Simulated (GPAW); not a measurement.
Runs of GPAW 26.7.0 on KBr. The structure is cubic, space group Fm-3m (No. 225). Conventional cell: a = 6.600 Å, b = 6.600 Å, c = 6.600 Å, α = 90.00°, β = 90.00°, γ = 90.00°. Br (site symmetry m-3m) is surrounded by 6 K at 3.30 Å. Around K (site symmetry m-3m) lie 6 Br at 3.30 Å. 

| level | potentials or basis | eigensolver | gap on the mesh (eV) | pressure (GPa) | relaxed volume (Å³/atom) |
| --- | --- | --- | --- | --- | --- |
| RPBE | the program's PAW data sets (release 1.2.1) made for this functional, pw | - | 4.41 | 0.0 | 41.31 |
| BLYP | PAW data sets generated in the run's folder for this functional, pw | davidson | (a) | 0.0 | 39.45 |
| PBEsol | PAW data sets generated in the run's folder for this functional, pw | - | 4.35 | 0.0 | 35.06 |
| revPBE | the program's PAW data sets (release 1.2.1) made for this functional, pw | - | 4.42 | 0.0 | (c) |
| LDA | the program's PAW data sets (release 1.2.1) made for this functional, pw | - | 4.32 | -0.1 | (b) |

Alike in all rows: task relaxation of cell and atoms; no spin polarisation; cell relaxed; k mesh 7 × 7 × 7; cutoff (eV) 600; smearing fermi-dirac 0.05 eV.

Task: Fill in the values left out.

Result: (a) 4.19; (b) 32.40; (c) 40.76.

Caveats: later steps reuse the first step's grids; an odd mesh through Γ misses points on the zone boundary, where band edges often lie (some runs).

A k mesh can miss the band edges, and the runs leave out spin-orbit coupling on Br.

Runs at the PBE level aren't shown here.
